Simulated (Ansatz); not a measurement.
The calculation used Ansatz, DFT PBE, scalar-relativistic, plane waves, PAW. Settings: cutoff 420 eV, Γ-centred meshes spaced at most about 0.3 Å⁻¹, and about 0.25 Å⁻¹ or finer for metals (2π included), Gaussian smearing. No spin polarisation.

Temperature and zero-point effects are left out.

Question: Which of these relaxed structures of InH is the lowest in energy?
1. Space group Fm-3m (No. 225), cubic, a = 5.028 Å. In has 6 H at 2.51 Å; around H lie 6 In at 2.51 Å.
2. Space group Pmmn (No. 59), orthorhombic, a = 3.602 Å, b = 3.836 Å, c = 4.903 Å. In is surrounded by 4 H at 2.27–2.29 Å; around H lie 4 In at 2.27–2.29 Å and 4 H at 2.64 Å.
3. Space group P6/mmm (No. 191), hexagonal, a = 3.169 Å, c = 3.895 Å. Around In lie 2 H at 1.95 Å; around H lie 2 In at 1.95 Å.

Answer: 3. The next of these, cell 2, lies 30 meV/atom higher. Forms: cell 3 P6/mmm; cell 2 Pmmn; cell 1 rock salt type, Fm-3m. Counting H atoms around In (those within 1.25 times the shortest such distance or 1.15 times the sum of covalent radii; the shortest distance is added where it is long for a bond): cell 3 has In 2; cell 2 has In 4; cell 1 has In 6 from 2.5 Å. All come from invented guesses. Even the lowest of the cells shown lies +0.28 eV/atom against the elements.

The k mesh leaves some 4 meV/atom of noise in the energy of each metallic cell. With hydrogen, zero-point motion can shift such differences by 10 meV/atom or more. Cells relaxed within their symmetry can be saddle points. Some structure types and database cells were kept out of the candidates from the start, so a known form may be missing.
